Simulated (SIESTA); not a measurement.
Crystal: Os.

```xyz
2
Lattice="2.7341 0.0000 0.0000 -1.3671 2.3678 0.0000 0.0000 0.0000 4.3197" Properties=species:S:1:pos:R:3 pbc="T T T"
Os    1.3671    0.7893    3.2398
Os    0.0000    1.5785    1.0799
```

Base run:

| Quantity | Value |
| --- | --- |
| Program | SIESTA 5.4.2 |
| Functional | BLYP |
| Potentials or basis | PseudoDojo 0.4 standard (PBE files) |
| Basis | DZP (energy shift 0.002 Ry) |
| Grid cutoff | 800 Ry |
| Energy shift | 0.002 Ry |
| k mesh | 11 × 11 × 6 |
| Occupations | fermi-dirac, width 0.05 eV |
| Spin | no spin polarisation |

Its results: band gap on the k mesh none (metal or under the smearing width); pressure 29.2 GPa.

Question: The run is repeated on the same cell with these changes: functional from BLYP to vdW-DF-cx. What comes out?

Answer: Band gap on the k mesh none (metal or under the smearing width); pressure 3.6 GPa.

Caveats: semicore shells carry a single zeta, which can move pressures by several GPa and volumes by a few percent; the potentials were made for another functional, which shifts forces and pressure; the basis of atomic orbitals isn't converged, which shifts pressures, moduli and gaps; a pressure of tens of GPa on the cell as given is suspect, and the run, the potentials or the cell itself is likely at fault (some runs).

Not every run made on this cell is shown here.
